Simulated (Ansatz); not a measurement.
Input, command and steps of an Ansatz relaxation.

```yaml
crystal:
  lattice:
    - [1.9386822477, -1.9386212846, 0.0]
    - [1.9386822477, 1.9386212846, 0.0]
    - [0.0, 0.0, 2.7482044945]
  atoms:
    - { symbol: Al, position: [0.0, 0.0, 0.0] }
    - { symbol: Ni, position: [0.5, 0.5, 0.5] }
basis:
  ecutwfc: 500
kpoints:
  mp_grid: { grid: [16, 16, 14] }
hamiltonian:
  xc: r2scan
scf:
  occupations: { method: gaussian, width: 0.1 }
output:
  forces: true
  stress: true
  eigenvalues: true
relax:
  adjacent_minimum: "off"
  f_tol: 0.01
  max_steps: 30
  cell: { stress_tol: 0.1, fix: [volume] }
```

```bash
ansatz run input.yaml --threads 1 --pin off --max-ram 2560MiB --backend cpu --events-out ev --progress --plain --runs-dir out
```

The calculation used Ansatz, DFT r2SCAN, scalar-relativistic, plane waves, PAW.

The volume is held at 0.88 times that of the relaxed cell.

Of 3 frames 3 are shown, positions in Å and forces in eV/Å; the SCF threshold varies from step to step. Steps run on the plane waves of an earlier cell, with a Pulay correction in the pressure. The basis is chosen afresh for the last frame, the zero of the energies, and at times for earlier ones too; energy and pressure step there, also at an unchanged geometry. Spin polarisation was left out; whether the Ni atoms would carry moments isn't shown by this run.

```xyz
2
Lattice="1.9387 -1.9386 0.0000 1.9387 1.9386 0.0000 0.0000 0.0000 2.7482" Properties=species:S:1:pos:R:3:forces:R:3 pbc="T T T" step=1 free_energy_over_end_meV_per_atom=0.00 pressure_GPa=29.65
Al    0.0000    0.0000    0.0000    0.0000    0.0000    0.0000
Ni    1.9387    0.0000    1.3741    0.0000    0.0000    0.0000
2
Lattice="1.9390 -1.9390 0.0000 1.9390 1.9390 0.0000 0.0000 0.0000 2.7472" Properties=species:S:1:pos:R:3:forces:R:3 pbc="T T T" step=2 free_energy_over_end_meV_per_atom=0.00 pressure_GPa=29.64
Al    0.0000    0.0000    0.0000    0.0000    0.0000    0.0000
Ni    1.9390    0.0000    1.3736    0.0000    0.0000    0.0000
2
Lattice="1.9390 -1.9390 0.0000 1.9390 1.9390 0.0000 0.0000 0.0000 2.7472" Properties=species:S:1:pos:R:3:forces:R:3 pbc="T T T" step=3 free_energy_over_end_meV_per_atom=0.00 pressure_GPa=29.65
Al    0.0000    0.0000    0.0000    0.0000    0.0000    0.0000
Ni    1.9390    0.0000    1.3736    0.0000    0.0000    0.0000
```

Time: 2.8 min on 1 thread of AMD EPYC (Zen 3) (shared host), peak memory 0.58 GiB.